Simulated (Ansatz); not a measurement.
N (P4_2/mnm) from a database of computed structures, relaxed with r2SCAN+rVV10: space group P4_2/mnm (No. 136), tetragonal; a = 3.961 Å, c = 5.133 Å in the conventional setting, 20.13 Å³ an atom. Around N lie 1 N at 1.09 Å. One-shot G0W0@r2SCAN in Ansatz on a 4×4×4 mesh (contour deformation, no spin-orbit coupling), from an r2SCAN gap of 7.493 eV over the mesh points (the G0W0 gap is indirect on the mesh); the number N of bands summed and the screening cutoff rise together. Spin-unpolarised throughout; all numbers are computed.

```
  N  cutoff (eV)  1000/N  G0W0 gap (eV)
140           80   7.143         13.263
312          140   3.205         13.297
```

Question: Lay a straight line in 1000/N through these rows.

Answer: The slope is -0.0086 eV per unit of 1000/N and the intercept 13.325 eV.

Question: Predict the gap at N = 566 (210 eV).

Answer: 13.325 + (-0.0086) × 1.767 = 13.310 eV; the run gives 13.346 eV, +0.036 eV from the line.

Question: With that run's result added, what limit do the last two rows suggest?

Answer: Their slope is (13.346 − 13.297)/(1.767 − 3.205) = -0.0341, which meets 1/N = 0 at 13.41 eV, against 13.325 eV from the first line. The slope steepens, so 1/N isn't yet asymptotic and the true limit probably lies higher still; the k mesh isn't extrapolated.
